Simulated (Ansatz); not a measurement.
Computed with Ansatz, DFT PBE, scalar-relativistic, plane waves, PAW. Settings: cutoff 420 eV, Γ-centred meshes spaced at most about 0.3 Å⁻¹ (2π included), Gaussian smearing. No spin polarisation in the final relaxations.

Temperature and zero-point effects are left out.

Two forms of ZrSi3O8 were relaxed alike.

A.

```
CELL_PARAMETERS angstrom
3.76233 -3.83070 0.00000
3.76233 3.83070 0.00000
-0.00505 0.00000 7.60723
ATOMIC_POSITIONS crystal
Zr 0.22973 0.77027 0.00000
Si 0.77322 0.22678 0.50000
Si 0.72508 0.72594 0.73042
Si 0.27406 0.27492 0.26958
O 0.28820 0.56513 0.20889
O 0.01054 0.21187 0.36798
O 0.79234 0.48998 0.60557
O 0.89181 0.71801 0.91022
O 0.78813 0.98946 0.63202
O 0.51002 0.20766 0.39443
O 0.28199 0.10819 0.08978
O 0.43487 0.71180 0.79111
```

B.

```
CELL_PARAMETERS angstrom
4.25185 0.00000 0.00000
0.00000 4.25185 0.00000
0.00000 0.00000 8.76396
ATOMIC_POSITIONS crystal
Zr 0.50000 0.50000 0.50000
Si 0.50000 0.00000 0.00000
Si 0.00000 0.50000 0.00000
Si 0.00000 0.00000 0.50000
O 0.78247 0.21753 0.38829
O 0.21753 0.78247 0.38829
O 0.74947 0.25053 0.91282
O 0.25053 0.74947 0.91282
O 0.78247 0.78247 0.61171
O 0.21753 0.21753 0.61171
O 0.74947 0.74947 0.08718
O 0.25053 0.25053 0.08718
```

**Question.** Which form is favoured at zero pressure, and by what margin per atom?

**Answer.** A is lower, by 282 meV/atom. A has space group C2 (No. 5), 18.3 Å³/atom and a gap of 5.19 eV on its mesh; B has space group P-42m (No. 111), 13.2 Å³/atom and a gap of 4.15 eV. In A, around Zr lie 4 O at 1.95–1.96 Å; around Si on a site of symmetry 2 lie 4 O at 1.63 Å; O on its first site is surrounded by 1 Si at 1.63 Å and 1 Zr at 1.96 Å; 4 more sites not described. In B, around Zr lie 4 O at 1.96 Å and 4 Si at 3.01 Å; around Si on a site of symmetry 222 lie 4 O at 1.69 Å; O on its first site has 1 Si at 1.63 Å and 1 Zr at 1.96 Å; 2 more sites not described. Both come from invented guesses.

No dispersion correction is applied, so the spacing and binding between layers, chains or molecules are poorly described (P-42m), and this can change margins and order among such cells. Kohn–Sham gaps at this level usually fall short of measured ones. Cells relaxed within their symmetry can be saddle points.

Form A is favoured over B by 282 meV/atom even though it is much the more open structure, so dense packing doesn't decide the order. The coordinates show corner-sharing SiO4 and ZrO4 tetrahedra in both: a three-dimensional framework in A, and separate Zr–Si and all-Si sheets in B. The flat square net of B forces the Si–O–Si and Zr–O–Si bridges to bend sharply and stretches the Si–O bonds in the all-Si sheet to 1.69 Å, against 1.63 Å in A. This angular strain, with the cation repulsion it brings, is probably the main reason for B's higher energy. The smaller gap of B may reflect closer O–O contacts broadening the O 2p valence band, below conduction states expected to be largely Zr 4d.

Compression should favour B relative to A. Fourfold Zr is unusually low for an oxide, however, since Zr is eightfold coordinated in zircon. A's lead over B therefore doesn't establish stability against separation into zircon and silica.
